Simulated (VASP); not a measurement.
# AlNi3 (Pm-3m) in VASP: further runs, part 2 of 2

VASP 6.6.1.

### Step 3. Single point, PBEsol, collinear spin, ferromagnetic start

The input, INCAR:

```
  PREC = Accurate
  ENCUT = 520
  EDIFF = 1E-7
  ISMEAR = -1
  SIGMA = 0.05
  LREAL = False
  LASPH = True
  NELM = 100
  ALGO = Normal
  ISIF = 2
  LWAVE = False
  LCHARG = True
  ISPIN = 2
  MAGMOM = 2.5 2.5 2.5 0
  LORBIT = 11
  LMAXMIX = 4
  GGA = PS
  LELF = True
  LVHAR = True
  NBANDS = 28
```

The input, KPOINTS:

```
regular mesh
0
Gamma
  6 6 6
```

The input, POSCAR:

```
AlNi3
1.0
    3.5230547267      0.0000000000      0.0000000000
    0.0000000000      3.5230547267      0.0000000000
    0.0000000000      0.0000000000      3.5230547267
Ni Al
3 1
Direct
    0.5000000000      0.5000000000      0.0000000000
    0.5000000000      0.0000000000      0.5000000000
    0.0000000000      0.5000000000      0.5000000000
    0.0000000000      0.0000000000      0.0000000000
```

Potentials or basis: VASP PAW PBE potentials, release 64 (Ni, Al).

Command:

```sh
$ cat potpaw_PBE.64/Ni/POTCAR potpaw_PBE.64/Al/POTCAR > POTCAR
$ mpirun -np 1 vasp_std > vasp.out
```

Wall time 25 s (1 thread of Intel Xeon 6975P-C (Granite Rapids), shared host); peak memory 0.18 GiB.

The run converged. Its results:

```
Free energy                                           : -24.3072 eV
Pressure                                              : -0.5 GPa
Band gap on the k mesh                                : none (metal or under the smearing width)
Net moment                                            : 0.66 μB per cell
Site moments                                          : Ni +0.23; Al -0.01 μB
Valence electrons inside the program's atomic spheres : Ni 9.46; Al 0.81
```

Levels at points of the mesh, in eV from the Fermi level:
Spin up:
```csv
k point,band 13,band 14,band 15,band 16,band 17,band 18,band 19,band 20,band 21,band 22
"(0.00, 0.00, 0.00)",-0.23,-0.03,-0.03,-0.03,0.88,0.88,0.88,6.74,6.74,7.61
"(0.50, 0.00, 0.00)",-1.23,-1.18,-1.05,-0.49,-0.03,5.67,5.67,5.68,5.68,6.56
"(0.50, 0.50, 0.00)",-1.32,-1.22,-0.98,-0.97,-0.57,0.91,0.91,8.31,8.31,8.42
"(0.50, 0.50, 0.50)",-1.32,-1.08,-1.08,-0.25,-0.22,-0.22,-0.22,3.63,4.17,4.17
```
Spin down:
```
           k point  band 13  band 14  band 15  band 16  band 17  band 18  band 19  band 20
(0.00, 0.00, 0.00)     0.02     0.34     0.34     0.34     0.86     0.86     0.86     6.83
(0.50, 0.00, 0.00)    -0.96    -0.96    -0.84    -0.30     0.34     5.72     5.72     5.74
(0.50, 0.50, 0.00)    -1.15    -1.10    -0.79    -0.63    -0.44     1.17     1.17     8.35
(0.50, 0.50, 0.50)    -1.16    -0.90    -0.90    -0.25     0.10     0.10     0.10     3.72
```

Caveat: the PAW data sets were made with another functional, which shifts forces and pressure a little.

### Step 4. Single point, PBEsol, collinear spin, antiferromagnetic start

Edit INCAR of step 3 so:

```diff
@@ -13,3 +13,3 @@
   ISPIN = 2
-  MAGMOM = 2.5 2.5 2.5 0
+  MAGMOM = 2.5 -2.5 2.5 0
   LORBIT = 11
```

KPOINTS is that of step 3.

POSCAR is that of step 3.

Command:

```sh
$ cat potpaw_PBE.64/Ni/POTCAR potpaw_PBE.64/Al/POTCAR > POTCAR
$ mpirun -np 1 vasp_std > vasp.out
```

It took 46 s on 1 thread of Intel Xeon 6975P-C (Granite Rapids), shared host; peak memory 0.21 GiB.

It converged, with:

| Property | Result |
| --- | --- |
| Free energy | -24.3072 eV |
| Pressure | -0.5 GPa |
| Band gap on the k mesh | none (metal or under the smearing width) |
| Net moment | 0.66 μB per cell |
| Site moments | Ni +0.23; Al -0.01 μB |
| Valence electrons inside the program's atomic spheres | Ni 9.46; Al 0.81 |

Levels at points of the mesh, in eV from the Fermi level:
Spin up:
```
           k point  band 14  band 15  band 16  band 17  band 18  band 19  band 20  band 21
(0.00, 0.00, 0.00)    -0.03    -0.03    -0.03     0.88     0.88     0.88     6.74     6.74
(0.50, 0.00, 0.00)    -1.18    -1.05    -0.49    -0.03     5.67     5.67     5.68     5.68
(0.00, 0.50, 0.00)    -1.18    -1.05    -0.49    -0.03     5.67     5.67     5.68     5.68
(0.50, 0.50, 0.00)    -1.22    -0.98    -0.97    -0.57     0.91     0.91     8.31     8.31
(0.50, 0.00, 0.50)    -1.22    -0.98    -0.97    -0.57     0.91     0.91     8.31     8.31
(0.50, 0.50, 0.50)    -1.08    -1.08    -0.25    -0.22    -0.22    -0.22     3.63     4.17
```
Spin down:
```csv
k point,band 12,band 13,band 14,band 15,band 16,band 17,band 18,band 19,band 20,band 21
"(0.00, 0.00, 0.00)",-0.37,0.02,0.34,0.34,0.34,0.86,0.86,0.86,6.83,6.83
"(0.50, 0.00, 0.00)",-1.03,-0.96,-0.96,-0.84,-0.30,0.34,5.72,5.72,5.74,5.74
"(0.00, 0.50, 0.00)",-1.03,-0.96,-0.96,-0.84,-0.30,0.34,5.72,5.72,5.74,5.74
"(0.50, 0.50, 0.00)",-1.15,-1.15,-1.10,-0.79,-0.63,-0.44,1.17,1.17,8.35,8.35
"(0.50, 0.00, 0.50)",-1.15,-1.15,-1.10,-0.79,-0.63,-0.44,1.17,1.17,8.35,8.35
"(0.50, 0.50, 0.50)",-1.16,-1.16,-0.90,-0.90,-0.25,0.10,0.10,0.10,3.72,4.35
```

Caveat: the PAW data sets were made with another functional, which shifts forces and pressure a little.

### Step 5. Single point, PBEsol

Edit INCAR of step 4 so:

```diff
@@ -12,6 +12,2 @@
   LCHARG = True
-  ISPIN = 2
-  MAGMOM = 2.5 -2.5 2.5 0
-  LORBIT = 11
-  LMAXMIX = 4
   GGA = PS
@@ -19,2 +15,2 @@
   LVHAR = True
-  NBANDS = 28
+  NBANDS = 24
```

KPOINTS is that of step 4.

POSCAR is that of step 4.

Command:

```sh
$ cat potpaw_PBE.64/Ni/POTCAR potpaw_PBE.64/Al/POTCAR > POTCAR
$ mpirun -np 1 vasp_std > vasp.out
```

Wall time 11 s (1 thread of Intel Xeon 6975P-C (Granite Rapids), shared host); peak memory 0.16 GiB.

The run converged. Its results:

- Free energy: -24.2987 eV
- Pressure: -0.7 GPa
- Band gap on the k mesh: none (metal or under the smearing width)

Levels at points of the mesh, in eV from the Fermi level:
```csv
k point,band 13,band 14,band 15,band 16,band 17,band 18,band 19,band 20,band 21,band 22
"(0.00, 0.00, 0.00)",-0.06,0.20,0.20,0.20,0.91,0.91,0.91,6.82,6.82,7.68
"(0.50, 0.00, 0.00)",-1.05,-1.05,-0.90,-0.35,0.20,5.74,5.74,5.75,5.75,6.62
"(0.50, 0.50, 0.00)",-1.19,-1.11,-0.83,-0.76,-0.46,1.08,1.08,8.37,8.37,8.47
"(0.50, 0.50, 0.50)",-1.19,-0.94,-0.94,-0.21,-0.01,-0.01,-0.01,3.71,4.30,4.30
```

Caveat: the PAW data sets were made with another functional, which shifts forces and pressure a little. Spin polarisation is off, so any magnetic state and its effect on volume and gap are missing.

### Step 6. Single point, PBEsol, collinear spin, ferromagnetic start

Edit INCAR of step 5 so:

```diff
@@ -12,2 +12,6 @@
   LCHARG = True
+  ISPIN = 2
+  MAGMOM = 1 1 1 0
+  LORBIT = 11
+  LMAXMIX = 4
   GGA = PS
@@ -15,2 +19,2 @@
   LVHAR = True
-  NBANDS = 24
+  NBANDS = 28
```

KPOINTS is that of step 5.

POSCAR is that of step 5.

Potentials or basis: VASP PAW PBE potentials, release 64 (Ni, Al).

Command:

```sh
$ cat potpaw_PBE.64/Ni/POTCAR potpaw_PBE.64/Al/POTCAR > POTCAR
$ mpirun -np 1 vasp_std > vasp.out
```

Run time: 26 s. Hardware: 1 thread of Intel Xeon 6975P-C (Granite Rapids), shared host; peak memory 0.19 GiB.

It converged, with:

- Free energy: -24.3072 eV
- Pressure: -0.5 GPa
- Band gap on the k mesh: none (metal or under the smearing width)
- Net moment: 0.66 μB per cell
- Site moments: Ni +0.23; Al -0.01 μB
- Valence electrons inside the program's atomic spheres: Ni 9.46; Al 0.81

Levels at points of the mesh, in eV from the Fermi level:
Spin up:
| k point | band 13 | band 14 | band 15 | band 16 | band 17 | band 18 | band 19 | band 20 | band 21 | band 22 |
| --- | --- | --- | --- | --- | --- | --- | --- | --- | --- | --- |
| (0.00, 0.00, 0.00) | -0.23 | -0.03 | -0.03 | -0.03 | 0.88 | 0.88 | 0.88 | 6.74 | 6.74 | 7.61 |
| (0.50, 0.00, 0.00) | -1.23 | -1.18 | -1.05 | -0.49 | -0.03 | 5.67 | 5.67 | 5.68 | 5.68 | 6.56 |
| (0.50, 0.50, 0.00) | -1.32 | -1.22 | -0.98 | -0.97 | -0.57 | 0.91 | 0.91 | 8.31 | 8.31 | 8.42 |
| (0.50, 0.50, 0.50) | -1.31 | -1.08 | -1.08 | -0.25 | -0.22 | -0.22 | -0.22 | 3.63 | 4.17 | 4.17 |
Spin down:
| k point | band 12 | band 13 | band 14 | band 15 | band 16 | band 17 | band 18 | band 19 | band 20 | band 21 |
| --- | --- | --- | --- | --- | --- | --- | --- | --- | --- | --- |
| (0.00, 0.00, 0.00) | -0.37 | 0.02 | 0.34 | 0.34 | 0.34 | 0.86 | 0.86 | 0.86 | 6.83 | 6.83 |
| (0.50, 0.00, 0.00) | -1.03 | -0.96 | -0.96 | -0.84 | -0.30 | 0.34 | 5.72 | 5.72 | 5.74 | 5.74 |
| (0.50, 0.50, 0.00) | -1.15 | -1.15 | -1.10 | -0.79 | -0.63 | -0.44 | 1.17 | 1.17 | 8.35 | 8.35 |
| (0.50, 0.50, 0.50) | -1.16 | -1.16 | -0.90 | -0.90 | -0.25 | 0.10 | 0.10 | 0.10 | 3.72 | 4.35 |

Caveat: the PAW data sets were made with another functional, which shifts forces and pressure a little.

### Step 7. The reference run

An earlier run on the cell as given: functional PBE; potentials or basis VASP PAW PBE potentials, release 64 (Ni, Al); cutoff 520 eV; k mesh 8 × 8 × 8; occupations fermi-dirac, width 0.05 eV; collinear spin, ferromagnetic start; starting moments [1.0, 1.0, 1.0, 0.0] μB.

* Pressure: 7.3 GPa
* Band gap on the k mesh: none (metal or under the smearing width)
* Net moment: 0.67 μB per cell
* Site moments: Ni +0.24; Al -0.01 μB
* Valence electrons inside the program's atomic spheres: Ni 9.45; Al 0.82

### Step 8. The runs side by side

```csv
task,level,spin,cell,k mesh,cutoff (eV),ladder,gap on the mesh (eV),pressure (GPa),moment (μB)
relaxation of cell and atoms,PBEsol,"collinear, ferromagnetic start",relaxed,8 × 8 × 8,600,gaps,none,0.0,0.62
single point,PBEsol,"collinear, ferromagnetic start",as given,6 × 6 × 6,520,-,none,-0.5,0.66
single point,PBEsol,"collinear, antiferromagnetic start",as given,6 × 6 × 6,520,-,none,-0.5,0.66
single point,PBEsol,off,as given,6 × 6 × 6,520,-,none,-0.7,-
single point,PBE,"collinear, ferromagnetic start",as given,8 × 8 × 8,520,-,none,7.3,0.67
```

Alike in all rows: potentials or basis VASP PAW PBE potentials, release 64 (Ni, Al); smearing fermi-dirac 0.05 eV.

Every run on the cell as given and a fine mesh finds a metal. The pressure there spans -0.7 GPa (PBEsol) to 7.3 GPa (PBE); a positive pressure means that this level wants a larger cell, a negative one a smaller.

Caveats: the PAW data sets were made with another functional, which shifts forces and pressure a little (some runs).

Total energies depend on the potentials used, so only differences within one code and one set of settings carry meaning.
